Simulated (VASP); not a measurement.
# Hf (P6_3/mmc) in VASP: further runs, part 2 of 3

VASP 6.6.1. The steps go on from the part before.

**3. Band structure, PW91**

INCAR reads:

```
  ALGO = Fast
  EDIFF = 1E-7
  ENCUT = 520
  GGA = 91
  ISIF = 2
  ISMEAR = -1
  LASPH = T
  LCHARG = F
  LMAXMIX = 4
  LREAL = F
  LWAVE = F
  NELM = 80
  PREC = Accurate
  SIGMA = 0.05
```

KPOINTS reads:

```
k-points
0
Gamma
  10 10 5
```

POSCAR reads:

```
Hf
1.0
    3.1967000000      0.0000000000      0.0000000000
   -1.5983500000      2.7684234083      0.0000000000
    0.0000000000      0.0000000000      5.0578000000
Hf
2
Direct
    0.6666666667      0.3333333333      0.7500000000
    0.3333333333      0.6666666667      0.2500000000
```

KPOINTS_OPT reads:

```
path GMKGALHA,LM,KH
10
line-mode
reciprocal
 0.0000000000  0.0000000000  0.0000000000  G
 0.5000000000  0.0000000000  0.0000000000  M

 0.5000000000  0.0000000000  0.0000000000  M
 0.3333333333  0.3333333333  0.0000000000  K

 0.3333333333  0.3333333333  0.0000000000  K
 0.0000000000  0.0000000000  0.0000000000  G

 0.0000000000  0.0000000000  0.0000000000  G
 0.0000000000  0.0000000000  0.5000000000  A

 0.0000000000  0.0000000000  0.5000000000  A
 0.5000000000  0.0000000000  0.5000000000  L

 0.5000000000  0.0000000000  0.5000000000  L
 0.3333333333  0.3333333333  0.5000000000  H

 0.3333333333  0.3333333333  0.5000000000  H
 0.0000000000  0.0000000000  0.5000000000  A

 0.5000000000  0.0000000000  0.5000000000  L
 0.5000000000  0.0000000000  0.0000000000  M

 0.3333333333  0.3333333333  0.0000000000  K
 0.3333333333  0.3333333333  0.5000000000  H
```

Potentials or basis: VASP PAW PBE potentials, release 64 (Hf_pv).

The run is started by

```bash
$ cat potpaw_PBE.64/Hf_pv/POTCAR > POTCAR
$ mpirun -np 1 vasp_std > vasp.out
```

OUTCAR:

```text
EDIFF = 1E-7
   ENCUT = 520
   GGA = 91
   ISIF = 2
   ISMEAR = -1
   LASPH = T
   LREAL = F
   NELM = 80
   PREC = Accurate

 ion  position               nearest neighbor table
   1  0.667  0.333  0.750-   2 3.13   2 3.13   2 3.13   2 3.13   2 3.13   2 3.13
   2  0.333  0.667  0.250-   1 3.13   1 3.13   1 3.13   1 3.13   1 3.13   1 3.13

  LATTYP: Found a hexagonal cell.
 ALAT       =     3.1967000000
 C/A-ratio  =     1.5821941377

  Lattice vectors:

 A1 = (   3.1967000000,   0.0000000000,   0.0000000000)
 A2 = (  -1.5983500000,   2.7684234083,   0.0000000000)
 A3 = (   0.0000000000,   0.0000000000,   5.0578000000)

Analysis of symmetry for initial positions (statically):
=====================================================================
 Subroutine PRICEL returns:
 Original cell was already a primitive cell.

 Routine SETGRP: Setting up the symmetry group for a
 hexagonal supercell.

 Subroutine GETGRP returns: Found 24 space group operations
 (whereof 12 operations were pure point group operations)
 out of a pool of 24 trial point group operations.

[... 178 lines left out ...]
      4     -25.1747      2.00000
      5     -25.1685      2.00000
      6     -25.1685      2.00000
      7      -2.4294      2.00000
      8       1.1991      2.00000
      9       5.6125      0.00000
     10       6.0512      0.00000
     11       6.0512      0.00000
     12       6.3254      0.00000
     13       6.8681      0.00000
     14       6.8681      0.00000
[... 377 lines left out ...]
      1     -25.9064      2.00000
      2     -25.7774      2.00000
      3     -25.5913      2.00000
      4     -25.4700      2.00000
      5     -25.3743      2.00000
      6     -25.3016      2.00000
      7       1.4622      2.00000
      8       2.4181      2.00000
      9       3.2366      2.00000
     10       3.7953      2.00000
     11       5.5255      0.00001
     12       5.9152      0.00000
     13       6.5255      0.00000
     14       9.6408      0.00000

 [... further k-points ...]

------------------------ aborting loop because EDIFF is reached ----------------------------------------

  FORCE on cell =-STRESS in cart. coord.  units (eV):
  Direction    XX          YY          ZZ          XY          YZ          ZX
  --------------------------------------------------------------------------------------
  -------------------------------------------------------------------------------------
  Total        0.0272176      0.0272176     -0.0751788     -0.0000000      0.0000000      0.0000000
  in kB        0.9742376      0.9742377     -2.6909775     -0.0000000      0.0000000      0.0000000
  external PRESSURE =      -0.2475007 kB  Pullay stress =       0.0000000 kB

 VOLUME and BASIS-vectors are now :
 -----------------------------------------------------------------------------
  energy-cutoff  :      520.00
  volume of cell :       44.76
      direct lattice vectors                 reciprocal lattice vectors
     3.196700000  0.000000000  0.000000000     0.312822598  0.180608211  0.000000000
    -1.598350000  2.768423408  0.000000000     0.000000000  0.361216423  0.000000000
     0.000000000  0.000000000  5.057800000     0.000000000  0.000000000  0.197714421

 POSITION                                       TOTAL-FORCE (eV/Angst)
 -----------------------------------------------------------------------------------
      1.59835      0.92281      3.79335        -0.000000     -0.000000      0.000000
     -0.00000      1.84562      1.26445         0.000000      0.000000      0.000000
 -----------------------------------------------------------------------------------
    total drift:                               -0.000000      0.000000     -0.000000

  FREE ENERGIE OF THE ION-ELECTRON SYSTEM (eV)
  ---------------------------------------------------
  free  energy   TOTEN  =       -19.7432440670 eV

  energy  without entropy=      -19.7326347830  energy(sigma->0) =      -19.73793943
```

stdout:

```text
POSCAR found type information on POSCAR Hf
 POSCAR found :  1 types and       2 ions
 scaLAPACK will be used
 -----------------------------------------------------------------------------
|                                                                             |
|                                                                             |
|     You enforced a specific xc type in the INCAR file but a different       |
|     I HOPE YOU KNOW WHAT YOU ARE DOING!                                     |
|                                                                             |
 -----------------------------------------------------------------------------

 LDA part: xc-table for (Slater(with rela. corr.)+CA(PZ))
 , standard interpolation
 POSCAR, INCAR and KPOINTS ok, starting setup
 FFT: planning ... GRIDC
 FFT: planning ... GRID_SOFT
 FFT: planning ... GRID
 WAVECAR not read
 entering main loop
 Start KPOINTS_OPT (optional k-point list driver)
k-point batch [1-42\90]
k-point batch [43-84\90]
k-point batch [85-90\90]
```

Run time: 1.7 min. Hardware: 1 thread of AMD EPYC, shared host; peak memory 0.15 GiB.

Results:

```yaml
Free_energy: -19.7432 eV
Pressure: 0.0 GPa
Band_gap_along_the_path: none (metal or under the smearing width)
```

Levels at the corners of the path, in eV from the Fermi level:
| point | band 6 | band 7 | band 8 | band 9 | band 10 | band 11 | band 12 | band 13 | band 14 |
| --- | --- | --- | --- | --- | --- | --- | --- | --- | --- |
| Γ | -30.05 | -7.31 | -3.68 | 0.73 | 1.17 | 1.17 | 1.44 | 1.99 | 1.99 |
| M | -30.14 | -3.31 | -2.73 | -2.21 | -0.74 | 0.78 | 0.89 | 1.69 | 5.87 |
| M | -30.14 | -3.31 | -2.73 | -2.21 | -0.74 | 0.78 | 0.89 | 1.69 | 5.87 |
| K | -30.37 | -2.13 | -1.76 | -1.76 | -1.39 | 0.38 | 0.38 | 2.06 | 5.19 |
| K | -30.37 | -2.13 | -1.76 | -1.76 | -1.39 | 0.38 | 0.38 | 2.06 | 5.19 |
| Γ | -30.05 | -7.31 | -3.68 | 0.73 | 1.17 | 1.17 | 1.44 | 1.99 | 1.99 |
| Γ | -30.05 | -7.31 | -3.68 | 0.73 | 1.17 | 1.17 | 1.44 | 1.99 | 1.99 |
| A | -30.12 | -5.33 | -5.33 | 0.15 | 0.15 | 1.06 | 1.06 | 1.06 | 1.06 |
| A | -30.12 | -5.33 | -5.33 | 0.15 | 0.15 | 1.06 | 1.06 | 1.06 | 1.06 |
| L | -30.25 | -3.38 | -3.38 | -0.98 | -0.98 | 1.25 | 1.25 | 2.64 | 2.64 |
| L | -30.25 | -3.38 | -3.38 | -0.98 | -0.98 | 1.25 | 1.25 | 2.64 | 2.64 |
| H | -30.19 | -1.75 | -1.75 | -1.43 | -1.43 | -0.16 | -0.16 | 2.51 | 2.51 |
| H | -30.19 | -1.75 | -1.75 | -1.43 | -1.43 | -0.16 | -0.16 | 2.51 | 2.51 |
| A | -30.12 | -5.33 | -5.33 | 0.15 | 0.15 | 1.06 | 1.06 | 1.06 | 1.06 |
| L | -30.25 | -3.38 | -3.38 | -0.98 | -0.98 | 1.25 | 1.25 | 2.64 | 2.64 |
| M | -30.14 | -3.31 | -2.73 | -2.21 | -0.74 | 0.78 | 0.89 | 1.69 | 5.87 |
| K | -30.37 | -2.13 | -1.76 | -1.76 | -1.39 | 0.38 | 0.38 | 2.06 | 5.19 |
| H | -30.19 | -1.75 | -1.75 | -1.43 | -1.43 | -0.16 | -0.16 | 2.51 | 2.51 |

Caveat: the PAW data sets were made with another functional, which shifts forces and pressure a little; spin-orbit coupling is left out, which moves the levels of the heavy elements.

**4. Band structure, r2SCAN**

INCAR reads:

```
  ALGO = Normal
  EDIFF = 1E-7
  ENCUT = 520
  ISIF = 2
  ISMEAR = -1
  LASPH = T
  LCHARG = F
  LMAXMIX = 4
  LMIXTAU = T
  LREAL = F
  LWAVE = F
  METAGGA = R2SCAN
  NELM = 80
  PREC = Accurate
  SIGMA = 0.05
```

KPOINTS is that of step 3.

POSCAR is that of step 3.

KPOINTS_OPT is that of step 3.

Potentials or basis: VASP PAW PBE potentials, release 64 (Hf_pv).

The run is started by

```bash
$ cat potpaw_PBE.64/Hf_pv/POTCAR > POTCAR
$ mpirun -np 1 vasp_std > vasp.out
```

OUTCAR:

```text
EDIFF = 1E-7
   ENCUT = 520
   ISIF = 2
   ISMEAR = -1
   LASPH = T
   LREAL = F
   METAGGA = R2SCAN
   NELM = 80
   PREC = Accurate

 ion  position               nearest neighbor table
   1  0.667  0.333  0.750-   2 3.13   2 3.13   2 3.13   2 3.13   2 3.13   2 3.13
   2  0.333  0.667  0.250-   1 3.13   1 3.13   1 3.13   1 3.13   1 3.13   1 3.13

  LATTYP: Found a hexagonal cell.
 ALAT       =     3.1967000000
 C/A-ratio  =     1.5821941377

  Lattice vectors:

[... 595 lines left out ...]

 [... further k-points ...]

------------------------ aborting loop because EDIFF is reached ----------------------------------------

  FORCE on cell =-STRESS in cart. coord.  units (eV):
  Direction    XX          YY          ZZ          XY          YZ          ZX
  --------------------------------------------------------------------------------------
  -------------------------------------------------------------------------------------
  Total       -0.1378767     -0.1378767     -0.4104360      0.0000000      0.0000000      0.0000000
  in kB       -4.9352087     -4.9352087    -14.6912908      0.0000000      0.0000000      0.0000000
  external PRESSURE =      -8.1872361 kB  Pullay stress =       0.0000000 kB

 VOLUME and BASIS-vectors are now :
 -----------------------------------------------------------------------------
  energy-cutoff  :      520.00
  volume of cell :       44.76
      direct lattice vectors                 reciprocal lattice vectors
     3.196700000  0.000000000  0.000000000     0.312822598  0.180608211  0.000000000
    -1.598350000  2.768423408  0.000000000     0.000000000  0.361216423  0.000000000
     0.000000000  0.000000000  5.057800000     0.000000000  0.000000000  0.197714421

 POSITION                                       TOTAL-FORCE (eV/Angst)
 -----------------------------------------------------------------------------------
      1.59835      0.92281      3.79335        -0.000000     -0.000000      0.000000
     -0.00000      1.84562      1.26445         0.000000      0.000000      0.000000
 -----------------------------------------------------------------------------------
    total drift:                               -0.000000      0.000000     -0.000000

  FREE ENERGIE OF THE ION-ELECTRON SYSTEM (eV)
  ---------------------------------------------------
  free  energy   TOTEN  =       -90.3026907668 eV

  energy  without entropy=      -90.2905610872  energy(sigma->0) =      -90.29662593
```

OSZICAR:

```text
N       E                     dE             d eps       ncg     rms          rms(c)
DAV:   1    -0.263276415652E+02   -0.26328E+02   -0.12128E+04  1184   0.141E+03
DAV:   2    -0.938342705368E+02   -0.67507E+02   -0.66313E+02  1464   0.278E+02
[... 48 lines left out ...]
DAV:   9    -0.126736479273E+05   -0.33428E-07      930
       N       E                     dE             ncg
DAV:   1     0.266528857110E+05   -0.62488E+04      168
DAV:   2     0.262348282872E+05   -0.41806E+03      210
DAV:   3     0.262184219564E+05   -0.16406E+02      222
DAV:   4     0.262182489082E+05   -0.17305E+00      204
DAV:   5     0.262182455243E+05   -0.33838E-02      238
DAV:   6     0.262182454612E+05   -0.63109E-04      216
DAV:   7     0.262182454582E+05   -0.29936E-05      216
DAV:   8     0.262182454581E+05   -0.16875E-06      188
DAV:   9     0.262182454581E+05   -0.82291E-08      138
```

stdout:

```text
POSCAR found type information on POSCAR Hf
 POSCAR found :  1 types and       2 ions
 scaLAPACK will be used
 -----------------------------------------------------------------------------
|                                                                             |
|                                                                             |
|     You enforced a specific xc type in the INCAR file but a different       |
|     I HOPE YOU KNOW WHAT YOU ARE DOING!                                     |
|                                                                             |
 -----------------------------------------------------------------------------

 LDA part: xc-table for (None), standard interpolation
 POSCAR, INCAR and KPOINTS ok, starting setup
 FFT: planning ... GRIDC
 FFT: planning ... GRID_SOFT
 FFT: planning ... GRID
 WAVECAR not read
 entering main loop
 Start KPOINTS_OPT (optional k-point list driver)
k-point batch [1-42\90]
k-point batch [43-84\90]
k-point batch [85-90\90]
```

It took 9 min on 1 thread of AMD EPYC, shared host; peak memory 0.16 GiB.

Results:

```
Free energy             : -90.3027 eV
Pressure                : -0.8 GPa
Band gap along the path : none (metal or under the smearing width)
```

Levels at the corners of the path, in eV from the Fermi level:
| point | band 7 | band 8 | band 9 | band 10 | band 11 | band 12 | band 13 | band 14 |
| --- | --- | --- | --- | --- | --- | --- | --- | --- |
| Γ | -7.75 | -3.84 | 0.41 | 1.34 | 1.34 | 1.64 | 2.21 | 2.21 |
| M | -3.49 | -2.84 | -2.32 | -1.01 | 0.92 | 0.98 | 1.82 | 6.21 |
| M | -3.49 | -2.84 | -2.32 | -1.01 | 0.92 | 0.98 | 1.82 | 6.21 |
| K | -2.18 | -1.94 | -1.94 | -1.58 | 0.44 | 0.44 | 2.24 | 5.49 |
| K | -2.18 | -1.94 | -1.94 | -1.58 | 0.44 | 0.44 | 2.24 | 5.49 |
| Γ | -7.75 | -3.84 | 0.41 | 1.34 | 1.34 | 1.64 | 2.21 | 2.21 |
| Γ | -7.75 | -3.84 | 0.41 | 1.34 | 1.34 | 1.64 | 2.21 | 2.21 |
| A | -5.69 | -5.69 | 0.16 | 0.16 | 1.24 | 1.24 | 1.24 | 1.24 |
| A | -5.69 | -5.69 | 0.16 | 0.16 | 1.24 | 1.24 | 1.24 | 1.24 |
| L | -3.52 | -3.52 | -1.01 | -1.01 | 1.08 | 1.08 | 2.89 | 2.89 |
| L | -3.52 | -3.52 | -1.01 | -1.01 | 1.08 | 1.08 | 2.89 | 2.89 |
| H | -1.74 | -1.74 | -1.58 | -1.58 | -0.33 | -0.33 | 2.78 | 2.78 |
| H | -1.74 | -1.74 | -1.58 | -1.58 | -0.33 | -0.33 | 2.78 | 2.78 |
| A | -5.69 | -5.69 | 0.16 | 0.16 | 1.24 | 1.24 | 1.24 | 1.24 |
| L | -3.52 | -3.52 | -1.01 | -1.01 | 1.08 | 1.08 | 2.89 | 2.89 |
| M | -3.49 | -2.84 | -2.32 | -1.01 | 0.92 | 0.98 | 1.82 | 6.22 |
| K | -2.18 | -1.94 | -1.94 | -1.58 | 0.44 | 0.44 | 2.24 | 5.49 |
| H | -1.74 | -1.74 | -1.58 | -1.58 | -0.33 | -0.33 | 2.78 | 2.78 |

Caveat: the PAW data sets were made with another functional, which shifts forces and pressure a little; spin-orbit coupling is left out, which moves the levels of the heavy elements.

**5. Band structure, SCAN**

INCAR: that of step 4 with these lines changed.

```diff
@@ -11,3 +11,3 @@
   LWAVE = F
-  METAGGA = R2SCAN
+  METAGGA = SCAN
   NELM = 80
```

KPOINTS is that of step 4.

POSCAR is that of step 4.

KPOINTS_OPT is that of step 4.

Potentials or basis: VASP PAW PBE potentials, release 64 (Hf_pv).

The run is started by

```bash
$ cat potpaw_PBE.64/Hf_pv/POTCAR > POTCAR
$ mpirun -np 1 vasp_std > vasp.out
```

OUTCAR:

```text
EDIFF = 1E-7
   ENCUT = 520
   ISIF = 2
   ISMEAR = -1
   LASPH = T
   LREAL = F
   METAGGA = SCAN
   NELM = 80
   PREC = Accurate

 ion  position               nearest neighbor table
   1  0.667  0.333  0.750-   2 3.13   2 3.13   2 3.13   2 3.13   2 3.13   2 3.13
   2  0.333  0.667  0.250-   1 3.13   1 3.13   1 3.13   1 3.13   1 3.13   1 3.13

  LATTYP: Found a hexagonal cell.
 ALAT       =     3.1967000000
 C/A-ratio  =     1.5821941377

  Lattice vectors:

[... 597 lines left out ...]

------------------------ aborting loop because EDIFF is reached ----------------------------------------

  FORCE on cell =-STRESS in cart. coord.  units (eV):
  Direction    XX          YY          ZZ          XY          YZ          ZX
  --------------------------------------------------------------------------------------
  -------------------------------------------------------------------------------------
  Total       -1.1499928     -1.1499928     -1.4275918      0.0000000      0.0000000      0.0000000
  in kB      -41.1632516    -41.1632516    -51.0997258      0.0000000      0.0000000      0.0000000
  external PRESSURE =     -44.4754097 kB  Pullay stress =       0.0000000 kB

 VOLUME and BASIS-vectors are now :
 -----------------------------------------------------------------------------
  energy-cutoff  :      520.00
  volume of cell :       44.76
      direct lattice vectors                 reciprocal lattice vectors
     3.196700000  0.000000000  0.000000000     0.312822598  0.180608211  0.000000000
    -1.598350000  2.768423408  0.000000000     0.000000000  0.361216423  0.000000000
     0.000000000  0.000000000  5.057800000     0.000000000  0.000000000  0.197714421

 POSITION                                       TOTAL-FORCE (eV/Angst)
 -----------------------------------------------------------------------------------
      1.59835      0.92281      3.79335         0.000000      0.000000      0.000000
     -0.00000      1.84562      1.26445        -0.000000      0.000000      0.000000
 -----------------------------------------------------------------------------------
    total drift:                               -0.000000      0.000000     -0.000000

  FREE ENERGIE OF THE ION-ELECTRON SYSTEM (eV)
  ---------------------------------------------------
  free  energy   TOTEN  =      -125.4262096993 eV

  energy  without entropy=     -125.4156378498  energy(sigma->0) =     -125.42092377
```

OSZICAR:

```text
N       E                     dE             d eps       ncg     rms          rms(c)
DAV:   1    -0.632118680472E+02   -0.63212E+02   -0.11997E+04  1184   0.141E+03
DAV:   2    -0.129829504353E+03   -0.66618E+02   -0.65446E+02  1446   0.275E+02
DAV:   3    -0.132019466197E+03   -0.21900E+01   -0.21509E+01  1608   0.317E+01
DAV:   4    -0.132041494863E+03   -0.22029E-01   -0.21996E-01  1356   0.409E+00
DAV:   5    -0.132041883388E+03   -0.38852E-03   -0.38824E-03  1700   0.425E-01    0.682E+01
DAV:   6    -0.126037563107E+03    0.60043E+01   -0.99774E-01  1212   0.994E+00    0.389E+01
DAV:   7    -0.123853773126E+03    0.21838E+01   -0.26027E+00  1268   0.124E+01    0.636E+00
DAV:   8    -0.125666451726E+03   -0.18127E+01   -0.21386E+00  1254   0.111E+01    0.126E+01
DAV:   9    -0.125429251184E+03    0.23720E+00   -0.41685E-01  1194   0.835E+00    0.121E+00
DAV:  10    -0.125374821379E+03    0.54430E-01   -0.63061E-02  1272   0.403E+00    0.239E+00
[... 43 further cycles ...]
DAV:   9    -0.123955258125E+05   -0.28729E-07      924
       N       E                     dE             ncg
DAV:   1     0.266874128076E+05   -0.62143E+04      168
DAV:   2     0.262746968523E+05   -0.41272E+03      210
DAV:   3     0.262585576012E+05   -0.16139E+02      222
DAV:   4     0.262583697492E+05   -0.18785E+00      204
DAV:   5     0.262583657263E+05   -0.40229E-02      232
DAV:   6     0.262583656491E+05   -0.77172E-04      218
DAV:   7     0.262583656464E+05   -0.26448E-05      230
DAV:   8     0.262583656463E+05   -0.13778E-06      180
DAV:   9     0.262583656463E+05   -0.64028E-08      162
```

It took 10 min on 1 thread of AMD EPYC, shared host; peak memory 0.16 GiB.

What came out:

```
Free energy             : -125.4262 eV
Pressure                : -4.4 GPa
Band gap along the path : none (metal or under the smearing width)
```

Levels at the corners of the path, in eV from the Fermi level:
| point | band 8 | band 9 | band 10 | band 11 | band 12 | band 13 |
| --- | --- | --- | --- | --- | --- | --- |
| Γ | -3.92 | 0.65 | 1.27 | 1.27 | 1.50 | 2.11 |
| M | -2.85 | -2.27 | -0.89 | 0.88 | 0.94 | 1.76 |
| M | -2.85 | -2.27 | -0.89 | 0.88 | 0.94 | 1.76 |
| K | -1.93 | -1.93 | -1.48 | 0.43 | 0.43 | 2.17 |
| K | -1.93 | -1.93 | -1.48 | 0.43 | 0.43 | 2.17 |
| Γ | -3.92 | 0.65 | 1.27 | 1.27 | 1.50 | 2.11 |
| Γ | -3.92 | 0.65 | 1.27 | 1.27 | 1.50 | 2.11 |
| A | -5.73 | 0.14 | 0.14 | 1.15 | 1.15 | 1.15 |
| A | -5.73 | 0.14 | 0.14 | 1.15 | 1.15 | 1.15 |
| L | -3.56 | -1.02 | -1.02 | 1.19 | 1.19 | 2.80 |
| L | -3.56 | -1.02 | -1.02 | 1.19 | 1.19 | 2.80 |
| H | -1.85 | -1.49 | -1.49 | -0.24 | -0.24 | 2.67 |
| H | -1.85 | -1.49 | -1.49 | -0.24 | -0.24 | 2.67 |
| A | -5.73 | 0.14 | 0.14 | 1.15 | 1.15 | 1.15 |
| L | -3.56 | -1.02 | -1.02 | 1.19 | 1.19 | 2.80 |
| M | -2.85 | -2.27 | -0.89 | 0.88 | 0.94 | 1.76 |
| K | -1.93 | -1.93 | -1.48 | 0.43 | 0.43 | 2.17 |
| H | -1.85 | -1.49 | -1.49 | -0.24 | -0.24 | 2.67 |

Caveat: the PAW data sets were made with another functional, which shifts forces and pressure a little; spin-orbit coupling is left out, which moves the levels of the heavy elements.

(Part 2 of 3 ends here.)
